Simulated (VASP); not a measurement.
# Ir: convergence, nudged elastic band

Ir, defect, 15 atoms in the cell. PBE, nudged elastic band; PAW potentials Ir (PBE set). VASP 6.6.1.

Wanted: barrier within 0.02 eV.

Path: a Ir atom hops into a neighbouring Ir vacancy; Moving images: 3.

The series start from Cutoff ENCUT (eV): 250; k mesh: 4 × 4 × 4; SCF threshold EDIFF (eV): 1e-5; PREC: Normal; LREAL: no. Each series keeps the choices made before it, and each single choice may use up half of a tolerance. Times cover all steps of a run.

## Cutoff ENCUT (eV)

| Cutoff ENCUT (eV) | Barrier (eV) | Time (s) |
|---|---|---|
| 200 | 2.825 | 260 |
| 250 | 2.845 | 400 |
| 300 | 2.838 | 416 |
| 350 (reference) | 2.842 | 570 |

## k mesh

| k mesh | Barrier (eV) | Time (s) |
|---|---|---|
| 2 × 2 × 2 | 1.804 | 279 |
| 3 × 3 × 3 | 2.994 | 250 |
| 4 × 4 × 4 | 2.845 | 400 |
| 5 × 5 × 5 (reference) | 2.755 | 513 |

## SCF threshold EDIFF (eV)

| SCF threshold EDIFF (eV) | Barrier (eV) | Time (s) |
|---|---|---|
| 0.001 | 2.754 | 360 |
| 0.0001 | 2.754 | 424 |
| 1e-5 | 2.755 | 513 |
| 1e-6 (reference) | 2.755 | 538 |

## PREC

| PREC | Barrier (eV) | Time (s) |
|---|---|---|
| Normal | 2.754 | 360 |
| Accurate | 2.754 | 375 |

## LREAL

| LREAL | Barrier (eV) | Time (s) |
|---|---|---|
| no | 2.754 | 360 |
| Auto | 2.752 | 322 |

## Question

The rows run from the loosest to the tightest (no order: PREC, LREAL). For each series: choose the loosest value from which every tighter one stays within half of the tolerance; where there is no order, keep the first row unless others stay within half of the tolerance and take at least 30 % less time, and then take the fastest.

## Answer

- Cutoff ENCUT (eV): 250
- k mesh: 5 × 5 × 5, the tightest run, since the next looser one is off by more than half of the tolerance (convergence isn't shown beyond it)
- SCF threshold EDIFF (eV): 0.001
- PREC: Normal
- LREAL: no

## All choices together

| Input | Barrier (eV) | Time (s) |
|---|---|---|
| chosen settings | 2.754 | 360 |
| reference settings throughout | 2.751 | 654 |

The chosen settings stay within the tolerance of the reference run, but the reference itself isn't shown to be converged in: k mesh.

## The input

INCAR.step1:
```
ALGO     = Normal         # electronic algorithm
EDIFF    = 0.001          # SCF threshold, eV
EDIFFG   = -0.02          # ionic threshold
ENCUT    = 250            # plane-wave cutoff, eV
IBRION   = 2              # ionic algorithm
ISIF     = 2              # what is computed and relaxed
ISMEAR   = 1              # smearing method
KPAR     = 6            
LASPH    = T              # aspherical terms in the spheres
LCHARG   = F              # write CHGCAR
LREAL    = F              # projectors in reciprocal space
LWAVE    = F              # write WAVECAR
NELM     = 100            # most SCF steps
NSW      = 100            # ionic steps
POTIM    = 0.5            # step
PREC     = Normal         # precision mode
SIGMA    = 0.1            # smearing width, eV
```

INCAR.step3, as INCAR.step1 but for:
```
- EDIFFG = -0.02
- IBRION = 2
- ISIF = 2
- KPAR = 6
- POTIM = 0.5
+ EDIFFG = -0.05
+ IBRION = 1
+ IMAGES = 3
+ KPAR = 2
+ POTIM = 0.3
+ SPRING = -5
```

KPOINTS:
```
Automatic mesh
0
Gamma
  5 5 5
  0 0 0
```

00/POSCAR:
```
Ir
1.0
   -3.8312000000      3.8312000000      3.8312000000
    3.8312000000     -3.8312000000      3.8312000000
    3.8312000000      3.8312000000     -3.8312000000
Ir
15
Direct
    0.5000000000      0.5000000000      0.0000000000
    0.5000000000      0.0000000000      0.5000000000
    0.0000000000      0.5000000000      0.5000000000
    0.4961360227      0.2480680114      0.2480680114
    0.0000000000      0.7519319886      0.2480680114
    0.0000000000      0.2480680114      0.7519319886
    0.5038639773      0.7519319886      0.7519319886
    0.2480680114      0.4961360227      0.2480680114
    0.7519319886      0.0000000000      0.2480680114
    0.7519319886      0.5038639773      0.7519319886
    0.2480680114      0.0000000000      0.7519319886
    0.2480680114      0.2480680114      0.4961360227
    0.7519319886      0.7519319886      0.5038639773
    0.7519319886      0.2480680114      0.0000000000
    0.2480680114      0.7519319886      0.0000000000
```

01/POSCAR:
```
Ir
1.0
   -3.8312000000      3.8312000000      3.8312000000
    3.8312000000     -3.8312000000      3.8312000000
    3.8312000000      3.8312000000     -3.8312000000
Ir
15
Direct
    0.5097906139      0.5053129488      0.0044766476
    0.5097906139      0.0044766783      0.5053129795
    0.0066914479      0.5033463915      0.5033463915
    0.3817117562      0.1913025464      0.1913025464
    0.0086000981      0.7554564290      0.2531437880
    0.0086000981      0.2531438386      0.7554564796
    0.5119853149      0.7555107980      0.7555107980
    0.2569147373      0.5050863177      0.2540871851
    0.7587671991      0.0056918286      0.2529620583
    0.7587813052      0.5057929267      0.7530773303
    0.2569517869      0.0028454250      0.7519072846
    0.2569147380      0.2540871855      0.5050863180
    0.7587813051      0.7530773299      0.5057929269
    0.7587671992      0.2529620587      0.0056918283
    0.2569517862      0.7519072842      0.0028454247
```

02/POSCAR:
```
Ir
1.0
   -3.8312000000      3.8312000000      3.8312000000
    3.8312000000     -3.8312000000      3.8312000000
    3.8312000000      3.8312000000     -3.8312000000
Ir
15
Direct
    0.5179826739      0.5087150186      0.0092675978
    0.5179826739      0.0092676624      0.5087150832
    0.0138390294      0.5069241952      0.5069241952
    0.2667711615      0.1333769866      0.1333769866
    0.0160353156      0.7582506041      0.2577847804
    0.0160353156      0.2577847187      0.7582505423
    0.5201570565      0.7600834232      0.7600834232
    0.2670780478      0.5131312977      0.2602521261
    0.7657212927      0.0099031679      0.2573277108
    0.7657210107      0.5083937325      0.7558182747
    0.2670780357      0.0068258226      0.7539449775
    0.2670780478      0.2602521257      0.5131312983
    0.7657210117      0.7558182752      0.5083937330
    0.7657212917      0.2573277103      0.0099031674
    0.2670780357      0.7539449781      0.0068258221
```

03/POSCAR:
```
Ir
1.0
   -3.8312000000      3.8312000000      3.8312000000
    3.8312000000     -3.8312000000      3.8312000000
    3.8312000000      3.8312000000     -3.8312000000
Ir
15
Direct
    0.5247630448      0.5111861453      0.0135766074
    0.5247630448      0.0135766585      0.5111861965
    0.0212997858      0.5111237147      0.5111237147
    0.1517736660      0.0754395418      0.0754395418
    0.0235718638      0.7613544649      0.2622183429
    0.0235718638      0.2622183144      0.7613544364
    0.5266427521      0.7633209150      0.7633209150
    0.2764656156      0.5147682171      0.2638522006
    0.7744264100      0.0137672055      0.2610134051
    0.7744128788      0.5134110366      0.7606708044
    0.2765020851      0.0126313826      0.7616548394
    0.2764656157      0.2638522003      0.5147682175
    0.7744128794      0.7606708046      0.5134110370
    0.7744264094      0.2610134048      0.0137672051
    0.2765020850      0.7616548397      0.0126313822
```

04/POSCAR:
```
Ir
1.0
   -3.8312000000      3.8312000000      3.8312000000
    3.8312000000     -3.8312000000      3.8312000000
    3.8312000000      3.8312000000     -3.8312000000
Ir
15
Direct
    0.5333333333      0.5146805199      0.0186528134
    0.5333333333      0.0186528134      0.5146805199
    0.0293610398      0.5146805199      0.5146805199
    0.0373056268      0.0186528134      0.0186528134
    0.0333333333      0.7666666667      0.2666666667
    0.0333333333      0.2666666667      0.7666666667
    0.5333333333      0.7666666667      0.7666666667
    0.2853194801      0.5146805199      0.2666666667
    0.7813471866      0.0186528134      0.2666666667
    0.7813471866      0.5146805199      0.7626943732
    0.2853194801      0.0186528134      0.7706389602
    0.2853194801      0.2666666667      0.5146805199
    0.7813471866      0.7626943732      0.5146805199
    0.7813471866      0.2666666667      0.0186528134
    0.2853194801      0.7706389602      0.0186528134
```

POSCAR.step1:
```
Ir
1.0
   -3.8312000000      3.8312000000      3.8312000000
    3.8312000000     -3.8312000000      3.8312000000
    3.8312000000      3.8312000000     -3.8312000000
Ir
15
Direct
    0.5000000000      0.5000000000      0.0000000000
    0.5000000000      0.0000000000      0.5000000000
    0.0000000000      0.5000000000      0.5000000000
    0.5000000000      0.2500000000      0.2500000000
    0.0000000000      0.7500000000      0.2500000000
    0.0000000000      0.2500000000      0.7500000000
    0.5000000000      0.7500000000      0.7500000000
    0.2500000000      0.5000000000      0.2500000000
    0.7500000000      0.0000000000      0.2500000000
    0.7500000000      0.5000000000      0.7500000000
    0.2500000000      0.0000000000      0.7500000000
    0.2500000000      0.2500000000      0.5000000000
    0.7500000000      0.7500000000      0.5000000000
    0.7500000000      0.2500000000      0.0000000000
    0.2500000000      0.7500000000      0.0000000000
```

POSCAR.step2:
```
Ir
1.0
   -3.8312000000      3.8312000000      3.8312000000
    3.8312000000     -3.8312000000      3.8312000000
    3.8312000000      3.8312000000     -3.8312000000
Ir
15
Direct
    0.5000000000      0.5000000000      0.0000000000
    0.5000000000      0.0000000000      0.5000000000
    0.0000000000      0.5000000000      0.5000000000
    0.0000000000      0.0000000000      0.0000000000
    0.0000000000      0.7500000000      0.2500000000
    0.0000000000      0.2500000000      0.7500000000
    0.5000000000      0.7500000000      0.7500000000
    0.2500000000      0.5000000000      0.2500000000
    0.7500000000      0.0000000000      0.2500000000
    0.7500000000      0.5000000000      0.7500000000
    0.2500000000      0.0000000000      0.7500000000
    0.2500000000      0.2500000000      0.5000000000
    0.7500000000      0.7500000000      0.5000000000
    0.7500000000      0.2500000000      0.0000000000
    0.2500000000      0.7500000000      0.0000000000
```

Commands (each step's output is kept before the next begins):
```
cat potpaw_PBE.64/Ir/POTCAR > POTCAR
cp INCAR.step1 INCAR
cp POSCAR.step1 POSCAR
mpirun -np 6 vasp_std > vasp.out
cp POSCAR.step2 POSCAR
mpirun -np 6 vasp_std > vasp.out
# 00 and 04 hold the relaxed ends; the images between are interpolated (pair-distance (IDPP))
cp INCAR.step3 INCAR
mpirun -np 6 vasp_std > vasp.out
```

Limits: the cell holds 15 atoms, so the vacancy or interstitial meets its own images and the barrier isn't that of a lone defect; the atom stays on the straight, symmetric line between the sites, so the barrier is an upper bound: a way around it wasn't tried.

The chosen input took VASP 6.6.1 360 s on 6 cores (Intel Xeon 6975P-C (Granite Rapids)), a shared host.
